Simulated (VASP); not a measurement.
Here is a VASP 6.6.1 calculation.

INCAR

```
PREC = Accurate
ENCUT = 520
EDIFF = 1E-6
ISMEAR = 0
SIGMA = 0.05
LREAL = F
LASPH = T
NELM = 100
ALGO = Normal
ISIF = 2
LWAVE = F
LCHARG = F
GGA = B5
ALDAX = 1.0
AGGAX = 1.0
AGGAC = 1.0
ALDAC = 0.0
NBANDS = 16
```

The input KPOINTS:

```
regular mesh
0
Gamma
  6 6 6
```

File POSCAR:

```
InAs
1.0
    0.0000000000      3.1582456050      3.1582456050
    3.1582456050      0.0000000000      3.1582456050
    3.1582456050      3.1582456050      0.0000000000
In As
1 1
Direct
    0.0000000000      0.0000000000      0.0000000000
    0.7500000000      0.7500000000      0.7500000000
```

Potentials or basis: VASP PAW PBE potentials, release 64 (In_d, As).

Command:

```bash
$ cat potpaw_PBE.64/In_d/POTCAR potpaw_PBE.64/As/POTCAR > POTCAR
$ mpirun -np 1 vasp_std > vasp.out
```

(1) Estimate the band gap on the k mesh.

(2) Predict the pressure.

Results:

(1) zero (filled and empty bands touch).

(2) 0.1 GPa.

Caveat: the PAW data sets were made with another functional, which shifts forces and pressure a little; spin-orbit coupling is left out, which moves the levels of the heavy elements.

**Experimental background.**

A printed reference work, data compilation reports, for a bulk crystal of InAs at 4.2 K: band gap 0.418 eV (direct).

A measured gap of InAs is 0.418 eV (direct; 4.2 K; a printed reference work, data compilation); the calculated 0.00 eV misses it by -0.42 eV. Spin-orbit coupling on As, In is left out. The value is that of BLYP on a finite k mesh, which can miss the band edges, without temperature or zero-point motion. Semilocal functionals fall short of measured gaps as a rule.
